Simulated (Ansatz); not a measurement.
# AlAs: the cost of one run

Program: Ansatz 0.2.0. Level of theory: DFT LDA, scalar-relativistic, plane waves, PAW. These are calculated values, not measurements.

4 further runs of the same task are left out: 4 set aside as unsound or not needed.

### 1 The system as given

Symmetry: F-43m, No. 216, cubic system. Conventional cell: a = 5.629 Å, b = 5.629 Å, c = 5.629 Å, α = 90.00°, β = 90.00°, γ = 90.00°. Al (site symmetry -43m) is surrounded by 4 As at 2.44 Å. As (site symmetry -43m) is surrounded by 4 Al at 2.44 Å.

Coordinates:

```
CELL_PARAMETERS angstrom
0.00000 2.81454 2.81454
2.81454 0.00000 2.81454
2.81454 2.81454 0.00000
ATOMIC_POSITIONS crystal
Al 0.00000 0.00000 0.00000
As 0.75000 0.75000 0.75000
```

It is the result of an earlier relaxation at this level (volume 22.30 Å³/atom; gap on the mesh: 1.32 eV).

### 2 The cell under 25 GPa

What is minimised here is the enthalpy; the energy can go up as the cell is squeezed.

input.yaml reads:

```yaml
crystal:
  lattice:
    - [0.0, 2.8145444734, 2.8145444734]
    - [2.8145444734, 0.0, 2.8145444734]
    - [2.8145444734, 2.8145444734, 0.0]
  atoms:
    - { symbol: Al, position: [0.0, 0.0, 0.0] }
    - { symbol: As, position: [0.75, 0.75, 0.75] }
basis:
  ecutwfc: 420
kpoints:
  mp_grid: { grid: [8, 8, 8] }
hamiltonian:
  xc: lda
scf:
  occupations: { method: fixed }
output:
  forces: true
  stress: true
  eigenvalues: true
relax:
  adjacent_minimum: "off"
  f_tol: 0.001
  max_steps: 60
  cell: { stress_tol: 0.02, p_target: 25.0 }
```

On the command line:

```
$ ansatz run input.yaml --threads 1 --pin off --max-ram 3072MiB --backend cpu --events-out ev --progress --plain --runs-dir out
```

Q: Estimate wall time and peak memory on 1 thread of Intel Xeon at 2.70GHz, shared host.

About 24 s, with a peak of 0.33 GiB.
